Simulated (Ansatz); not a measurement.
PbS:

```
CELL_PARAMETERS angstrom
3.65366 0.00000 0.00000
0.00000 3.65366 0.00000
0.00000 0.00000 3.65366
ATOMIC_POSITIONS crystal
Pb 0.00000 0.00000 0.00000
S 0.50000 0.50000 0.50000
```

Measurements of this composition are mostly on another form, of space group No. 225.

Program: Ansatz 0.2.0. Alike in all runs: task single point; potentials or basis Ansatz PAW; no spin polarisation; cell as given; k mesh 4 × 4 × 4; smearing fermi-dirac 0.05 eV; the mesh is coarse, so values aren't converged.

Order these runs on this cell by their pressure, lowest first.
A. level PBEsol0; cutoff (eV) 420
B. level r2SCAN50; cutoff (eV) 500
C. level HF; cutoff (eV) 420
D. level B3LYP; cutoff (eV) 420

A (-4.8 GPa), B (-1.8 GPa), D (3.1 GPa), C (5.8 GPa).

Caveats: all runs use coarse meshes; the PAW data sets come from PBE, with cores solved anew for the run's functional, which leaves a small shift of forces and pressure; the thresholds are loose for stress.
